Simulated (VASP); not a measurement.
# SnSe2 (P-3m1) in VASP: notebook

Aim: see how the results for SnSe2 move with the level of theory and the settings. Levels: LDA, r2SCAN, PBE+D3(BJ). Tasks: phonons, dielectric tensor.

Program: VASP 6.6.1. These are calculated values, not measurements. Logs are shortened: lines on timing, memory, paths and dates and some standing lists are left out, and cuts for length are marked.

## 1. The crystal as given

Symmetry: P-3m1, No. 164, trigonal system. The conventional cell has a = 3.805 Å, b = 3.805 Å, c = 5.891 Å, α = 90.00°, β = 90.00°, γ = 120.00°. Around Sn (site symmetry -3m) lie 6 Se at 2.70 Å. Around Se (site symmetry 3m) lie 3 Sn at 2.70 Å.

## 2. Phonons, LDA

File POSCAR:

```
SnSe2
1.0
    3.8050936565     -0.0000000000      0.0000000000
   -1.9025468282      3.2953077703      0.0000000000
    0.0000000000      0.0000000000      5.8906171022
  Sn              Se
     1     2
Direct
     0.0000000000000000    0.0000000000000000    0.0000000000000000
     0.3333333332999970    0.6666666667000030    0.2678359400173647
     0.6666666667000030    0.3333333332999970    0.7321640599826353
```

File INCAR.step1:

```
PREC = Accurate
ENCUT = 600
EDIFF = 1E-8
ISMEAR = 0
SIGMA = 0.03
LREAL = False
LASPH = True
NELM = 80
ALGO = Normal
ISIF = 3
LWAVE = False
LCHARG = False
GGA = CA
KPAR = 2
IBRION = 2
NSW = 40
EDIFFG = -0.002
```

File INCAR.step2:

```
PREC = Accurate
ENCUT = 600
EDIFF = 1E-8
ISMEAR = 0
SIGMA = 0.03
LREAL = False
LASPH = True
NELM = 80
ALGO = Normal
ISIF = 2
LWAVE = False
LCHARG = False
GGA = CA
KPAR = 2
IBRION = 6
NFREE = 2
POTIM = 0.015
NSW = 1
```

File KPOINTS:

```
regular mesh
0
Gamma
  9 9 5
```

Potentials or basis: VASP PAW LDA potentials, release 64 (Sn_d, Se).

On the command line:

```sh
$ cat potpaw_LDA.64/Sn_d/POTCAR potpaw_LDA.64/Se/POTCAR > POTCAR
$ cp INCAR.step1 INCAR
$ mpirun -np 2 vasp_std > vasp.out
$ cp CONTCAR POSCAR
$ cp INCAR.step2 INCAR
$ mpirun -np 2 vasp_std > vasp.out
```

OUTCAR:

```text
PREC = Accurate
   ENCUT = 600
   EDIFF = 1E-8
   ISMEAR = 0
   LREAL = False
   LASPH = True
   NELM = 80
   ISIF = 2
   GGA = CA
   IBRION = 6
   NFREE = 2
   POTIM = 0.015
   NSW = 1

 ion  position               nearest neighbor table
   1  0.000  0.000  0.000-   2 2.70   3 2.70   2 2.70   3 2.70   3 2.70   2 2.70
   2  0.333  0.667  0.268-   1 2.70   1 2.70   1 2.70
   3  0.667  0.333  0.732-   1 2.70   1 2.70   1 2.70

  LATTYP: Found a hexagonal cell.
 ALAT       =     3.8042185407
 C/A-ratio  =     1.5487557580

  Lattice vectors:

 A1 = (   3.8042185407,  -0.0000000000,   0.0000000000)
 A2 = (  -1.9021092703,   3.2945498977,   0.0000000000)
 A3 = (   0.0000000000,   0.0000000000,   5.8918053695)

Analysis of symmetry for initial positions (statically):
=====================================================================
 Subroutine PRICEL returns:
 Original cell was already a primitive cell.

 Routine SETGRP: Setting up the symmetry group for a
 hexagonal supercell.

 Subroutine GETGRP returns: Found 12 space group operations
 (whereof 12 operations were pure point group operations)
 out of a pool of 24 trial point group operations.

The static configuration has the point symmetry D_3d.

Analysis of symmetry for dynamics (positions and initial velocities):
=====================================================================
 Subroutine PRICEL returns:
 Original cell was already a primitive cell.

 Routine SETGRP: Setting up the symmetry group for a
 hexagonal supercell.

 Subroutine GETGRP returns: Found 12 space group operations
 (whereof 12 operations were pure point group operations)
 out of a pool of 24 trial point group operations.

The dynamic configuration has the point symmetry D_3d.

 Subroutine INISYM returns: Found 12 space group operations
 (whereof 12 operations are pure point group operations),
 and found     1 'primitive' translations

----------------------------------------------------------------------------------------

                                     Primitive cell

  volume of cell :      73.8431

  direct lattice vectors                    reciprocal lattice vectors
     3.804218541 -0.000000000  0.000000000     0.262866076  0.151765800  0.000000000
    -1.902109270  3.294549898  0.000000000     0.000000000  0.303531599  0.000000000
     0.000000000  0.000000000  5.891805370     0.000000000  0.000000000  0.169727263

  length of vectors
     3.804218541  3.804218541  5.891805370     0.303531599  0.303531599  0.169727263

  position of ions in fractional coordinates (direct lattice)
     0.000000000  0.000000000  0.000000000
     0.333333333  0.666666667  0.267843293
     0.666666667  0.333333333  0.732156707

  ion indices of the primitive-cell ions
   primitive index   ion index
                 1           1
                 2           2
                 3           3

----------------------------------------------------------------------------------------

 KPOINTS: regular mesh

Automatic generation of k-mesh.
 Grid dimensions read from file:
 generate k-points for:    9    9    5

 Generating k-lattice:

  Cartesian coordinates                     Fractional coordinates (reciprocal lattice)
     0.029207342  0.016862867  0.000000000     0.111111111  0.000000000  0.000000000
[... 59 lines left out ...]
   EDIFF  = 0.1E-07   stopping-criterion for ELM
   LREAL  =      F    real-space projection
   EDIFFG = 0.1E-06   stopping-criterion for IOM
   NSW    =     73    number of steps for IOM
   IBRION =      6    ionic relax: 0-MD 1-quasi-New 2-CG
   NFREE  =      2    steps in history (QN), initial steepest desc. (CG)
   ISIF   =      2    stress and relaxation
   ISYM   =      2    0-nonsym 1-usesym 2-fastsym
   POTIM  = 0.0150    time-step for ionic-motion
   TEBEG  =    0.0;   TEEND  =   0.0 temperature during run
   PSTRESS=    0.0 pullay stress
   NELECT =      26.0000    total number of electrons
   NUPDOWN=      -1.0000    fix difference up-down
   EMIN   =  10.00;   EMAX   =-10.00  energy-range for DOS
   EFERMI =   0.00;   METHOD = LEGACY
   ISMEAR =     0;   SIGMA  =   0.03  broadening in eV -4-tet -1-fermi 0-gaus
   EFERMI_NEDOS =   21; number of points for ismear=-14 and -15
   IALGO  =     38    algorithm
   IMIX   =      4    mixing-type and parameters
     AMIX     =   0.40;   BMIX     =  1.00
     AMIX_MAG =   1.60;   BMIX_MAG =  1.00
  volume/ion in A,a.u.               =      24.61       166.11
  Fermi-wavevector in a.u.,A,eV,Ry     =   1.156013  2.184547 18.182357  1.336366
  Thomas-Fermi vector in A             =   2.292637
   LORBIT       =      0    0 simple, 1 ext, 2 COOP (PROOUT), +10 PAW based schemes
   GGA     = CA    functional components
   LHFCALC =     F    Hartree Fock is set to
   AEXX    =    0.0000 exact exchange contribution
   IVDW    =     0    specifies the selected vdW correction
   LEPSILON=     F    determine dielectric tensor
   LRPA    =     F    only Hartree local field effects (RPA)
 finite differences with symmetry
 non-spin polarized calculation
 Gauss-broadening in eV      SIGMA  =   0.03
  energy-cutoff  :      600.00
  volume of cell :       73.84
 maximum number of plane-waves:      2490
   NGX = 15   NGY = 15   NGZ = 23

--------------------------------------- Ionic step        1  -------------------------------------------

 number of electron      25.9999989 magnetization

 Free energy of the ion-electron system (eV)
  ---------------------------------------------------
  ext. energy  EPLUGINS =         0.00000000
  ---------------------------------------------------
  free energy    TOTEN  =       -13.79360407 eV

  energy without entropy =      -13.79360407  energy(sigma->0) =      -13.79360407

------------------------ aborting loop because EDIFF is reached ----------------------------------------

  FORCE on cell =-STRESS in cart. coord.  units (eV):
  Direction    XX          YY          ZZ          XY          YZ          ZX
  --------------------------------------------------------------------------------------
  -------------------------------------------------------------------------------------
  Total       -0.0006585     -0.0006585      0.0018003     -0.0000000     -0.0000000      0.0000000
  in kB       -0.0142867     -0.0142867      0.0390621     -0.0000000     -0.0000000      0.0000000
  external PRESSURE =       0.0034962 kB  Pullay stress =       0.0000000 kB
[... 283 lines left out ...]
--------------------------------------- Ionic step        9  -------------------------------------------

 number of electron      25.9999989 magnetization

 Free energy of the ion-electron system (eV)
  ---------------------------------------------------
  ext. energy  EPLUGINS =         0.00000000
  ---------------------------------------------------
  free energy    TOTEN  =       -13.79266517 eV

  energy without entropy =      -13.79266517  energy(sigma->0) =      -13.79266517

 E-fermi :   5.0087     XC(G=0): -10.0507

 val. band max:        4.8422155134   @ k =   0.1111  -0.0000   0.0000
 cond. band min:       5.1554409990   @ k =   0.0000   0.4444   0.4000
 fundamental gap:      0.3132254856
 Fermi energy:         5.0086783514

 k-point     1 :       0.0000    0.0000    0.0000
  band No.  band energies     occupation
      1     -16.5713      2.00000
      2     -16.5713      2.00000
      3     -16.5295      2.00000
      4     -16.5162      2.00000
      5     -16.5162      2.00000
      6      -9.4516      2.00000
[... 457 lines left out ...]
      4     -16.5140      2.00000
      5     -16.5011      2.00000
      6      -8.5577      2.00000
[... 9 lines left out ...]
     16       9.6787      0.00000
     17      11.1032      0.00000

 [... further k-points ...]

------------------------ aborting loop because EDIFF is reached ----------------------------------------

  FORCE on cell =-STRESS in cart. coord.  units (eV):
  Direction    XX          YY          ZZ          XY          YZ          ZX
  --------------------------------------------------------------------------------------
  -------------------------------------------------------------------------------------
  Total        0.0788595      0.0788595      0.2083750      0.0000000     -0.0000000      0.0000000
  in kB        1.7110187      1.7110187      4.5211227      0.0000000     -0.0000000      0.0000000
  external PRESSURE =       2.6477201 kB  Pullay stress =       0.0000000 kB
[... 18 lines left out ...]
  FREE ENERGIE OF THE ION-ELECTRON SYSTEM (eV)
  ---------------------------------------------------
  free  energy   TOTEN  =       -13.7926651715 eV

  energy  without entropy=      -13.7926651715  energy(sigma->0) =      -13.79266517

 INTERNAL STRAIN TENSORS FROM DISPLACED ATOMS
 ============================================

 INTERNAL STRAIN TENSOR FOR ION    1 for displacements in x,y,z  (eV/Angst):
          X           Y           Z          XY          YZ          ZX
  --------------------------------------------------------------------------------
  x     0.00000     0.00000     0.00000     0.00000     0.00000     0.00000
  y     0.00000     0.00000     0.00000     0.00000     0.00000     0.00000
  z     0.00000     0.00000     0.00000     0.00000     0.00000     0.00000

 INTERNAL STRAIN TENSOR FOR ION    3 for displacements in x,y,z  (eV/Angst):
          X           Y           Z          XY          YZ          ZX
  --------------------------------------------------------------------------------
  x    -0.00000     0.00000     0.00000    -1.07074     0.00000     5.22680
  y    -1.07074     1.07074     0.00000     0.00000     5.22680     0.00000
  z     5.08038     5.08038    13.70579     0.00000    -0.00000     0.00000

 Eigenvectors and eigenvalues of the dynamical matrix
 ----------------------------------------------------

   1 f  =    7.259265 THz    45.611307 2PiTHz  242.143017 cm-1    30.021894 meV
             X         Y         Z           dx          dy          dz
      0.000000  0.000000  0.000000     0.000000    0.000000   -0.755270
     -0.000000  2.196367  1.578081     0.000000   -0.000000    0.463448
      1.902109  1.098183  4.313725    -0.000000    0.000000    0.463448
[... 43 lines left out ...]
   9 f/i=    0.005445 THz     0.034210 2PiTHz    0.181615 cm-1     0.022517 meV
             X         Y         Z           dx          dy          dz
      0.000000  0.000000  0.000000     0.025708    0.655522    0.000000
     -0.000000  2.196367  1.578081     0.020914    0.533271    0.000000
      1.902109  1.098183  4.313725     0.020914    0.533271    0.000000

 ELASTIC MODULI CONTR FROM IONIC RELAXATION (kBar)
 Direction    XX          YY          ZZ          XY          YZ          ZX
 --------------------------------------------------------------------------------
 XX        -127.9452   -106.8450   -316.7070     -0.0000     51.5001      0.0000
 YY        -106.8450   -127.9452   -316.7070     -0.0000    -51.5001     -0.0000
 ZZ        -316.7070   -316.7070   -854.4080     -0.0000      0.0000      0.0000
 XY          -0.0000     -0.0000     -0.0000    -10.5501     -0.0000     51.5002
 YZ          51.5001    -51.5001      0.0000     -0.0000   -251.3974     -0.0000
 ZX           0.0000     -0.0000      0.0000     51.5002     -0.0000   -251.3975
 --------------------------------------------------------------------------------
```

It took 4.5 min on 2 MPI ranks of AMD EPYC 9R14 (Zen 4), shared host; peak memory 0.55 GiB.

What came out:

- Highest phonon frequency at Γ, LO-TO splitting left out: 242 cm⁻¹

Phonon frequencies in cm⁻¹ (negative: imaginary):
```csv
q point,frequencies
"(0.000, 0.000, 0.000)",0 0 0 127 127 145 145 181 242
```

## 3. Dielectric tensor, LDA

File INCAR:

```
PREC = Accurate
ENCUT = 600
EDIFF = 1E-8
ISMEAR = 0
SIGMA = 0.03
LREAL = False
LASPH = True
NELM = 80
ALGO = Normal
ISIF = 2
LWAVE = False
LCHARG = False
GGA = CA
LEPSILON = True
KPAR = 2
```

File KPOINTS:

```
regular mesh
0
Gamma
  15 15 7
```

File POSCAR:

```
SnSe2                                   
1.0
    3.8042185407     -0.0000000000     -0.0000000000
   -1.9021092703      3.2945498977     -0.0000000000
   -0.0000000000     -0.0000000000      5.8918053695
  Sn              Se            
     1     2
Direct
     0.0000000000000000    0.0000000000000000    1.0000000000000000
     0.3333333332999970    0.6666666667000030    0.2678432931519713
     0.6666666667000030    0.3333333332999970    0.7321567068480288
```

Potentials or basis: VASP PAW LDA potentials, release 64 (Sn_d, Se).

On the command line:

```sh
$ cat potpaw_LDA.64/Sn_d/POTCAR potpaw_LDA.64/Se/POTCAR > POTCAR
$ mpirun -np 2 vasp_std > vasp.out
```

OUTCAR:

```text
PREC = Accurate
   ENCUT = 600
   EDIFF = 1E-8
   ISMEAR = 0
   LREAL = False
   LASPH = True
   NELM = 80
   ISIF = 2
   GGA = CA
   LEPSILON = True

 ion  position               nearest neighbor table
   1  0.000  0.000  0.000-   2 2.70   3 2.70   2 2.70   3 2.70   3 2.70   2 2.70
   2  0.333  0.667  0.268-   1 2.70   1 2.70   1 2.70
   3  0.667  0.333  0.732-   1 2.70   1 2.70   1 2.70

  LATTYP: Found a hexagonal cell.
 ALAT       =     3.8042185407
 C/A-ratio  =     1.5487557580

  Lattice vectors:

 A1 = (   3.8042185407,   0.0000000000,   0.0000000000)
 A2 = (  -1.9021092703,   3.2945498977,   0.0000000000)
 A3 = (   0.0000000000,   0.0000000000,   5.8918053695)

Analysis of symmetry for initial positions (statically):
[... 735 lines left out ...]
 ------------------------------------------------------
          14.313237     0.000000     0.000000
           0.000000    14.313237     0.000000
          -0.000000     0.000000    15.469281
 ------------------------------------------------------

 PIEZOELECTRIC TENSOR (including local field effects)  for field in x, y, z        (e  Angst)
          XX          YY          ZZ          XY          YZ          ZX
  --------------------------------------------------------------------------------
  x     0.00000     0.00000     0.00000     0.00000     0.00000     0.00000
  y     0.00000     0.00000     0.00000     0.00000     0.00000     0.00000
  z     0.00000     0.00000     0.00000     0.00000     0.00000     0.00000

 PIEZOELECTRIC TENSOR (including local field effects)  for field in x, y, z        (C/m^2)
          XX          YY          ZZ          XY          YZ          ZX
  --------------------------------------------------------------------------------
  x     0.00000     0.00000     0.00000     0.00000     0.00000     0.00000
  y     0.00000     0.00000     0.00000     0.00000     0.00000     0.00000
  z     0.00000     0.00000     0.00000     0.00000     0.00000     0.00000

 BORN EFFECTIVE CHARGES (including local field effects) (in |e|, cummulative output)
 ---------------------------------------------------------------------------------
 ion    1
    1     5.22659     0.00000     0.00000
    2     0.00000     5.22659     0.00000
    3    -0.00000     0.00000     2.66592
 ion    2
    1    -2.61329    -0.00000     0.00000
    2    -0.00000    -2.61329     0.00000
    3     0.00000     0.00000    -1.33296
 ion    3
    1    -2.61329    -0.00000     0.00000
    2    -0.00000    -2.61329     0.00000
    3     0.00000     0.00000    -1.33296
```

Wall time 18 min (2 MPI ranks of AMD EPYC 9R14 (Zen 4), shared host); peak memory 1.4 GiB.

What came out:

```yaml
Band_gap_on_the_k_mesh: 0.23 eV, indirect (least direct gap 0.68 eV)
Electronic_dielectric_tensor_diagonal: 14.31, 14.31, 15.47
Born_charges_mean_of_the_diagonal: Sn +4.37; Se -2.19 e
```

Electronic dielectric tensor:
```
14.31  0.00  0.00
 0.00 14.31  0.00
 0.00  0.00 15.47
```

Born effective charge tensors (e):
atom 1, Sn
```
5.23 0.00 0.00
0.00 5.23 0.00
0.00 0.00 2.67
```
atom 2, Se
```
-2.61  0.00  0.00
 0.00 -2.61  0.00
 0.00  0.00 -1.33
```
atom 3, Se
```
-2.61  0.00  0.00
 0.00 -2.61  0.00
 0.00  0.00 -1.33
```

Caveat: the gap is small at this level, which inflates the dielectric constant; spin-orbit coupling is left out, which moves the levels of the heavy elements; an odd mesh through Γ misses points on the zone boundary, where band edges often lie.

(Continued in part 2 of 2.)
